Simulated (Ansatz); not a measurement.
Crystal: CuI (Marshite).

```
CELL_PARAMETERS angstrom
0.00000 3.03150 3.03150
3.03150 0.00000 3.03150
3.03150 3.03150 0.00000
ATOMIC_POSITIONS crystal
I 0.00000 0.00000 0.00000
Cu 0.75000 0.75000 0.75000
```

```yaml
Program: Ansatz 0.2.0
Task: relaxation of cell and atoms
Functional: BLYP
Dispersion: D4
Potentials_or_basis: all-electron LAPW, scalar-relativistic
Basis_error_allowed: 0.001 eV/atom
k_mesh: 8 × 8 × 8
Occupations: fermi-dirac, width 0.05 eV
Spin: no spin polarisation
```

At the start: volume 27.86 Å³/atom.

Problem. How do energy, volume and symmetry change on relaxing?

Solution. Over 3 steps the energy falls by 2.1 meV/atom and the volume is 27.21 Å³/atom (-2.3 %); space group F-43m (No. 216, to 0.05 Å).

The path:
```tsv
step	energy change (eV)	largest force (eV/Å)	volume (Å³)
1	0.0000	0.0000	55.72
2	-0.0042	0.0000	54.41
3	-0.0042	0.0000	54.41
```

Final structure:
```
I Cu
1.0
     0.00000    3.00766    3.00766
     3.00766    0.00000    3.00766
     3.00766    3.00766    0.00000
I Cu
1 1
Cartesian
  0.0000 0.0000 0.0000
  4.5115 4.5115 4.5115
```
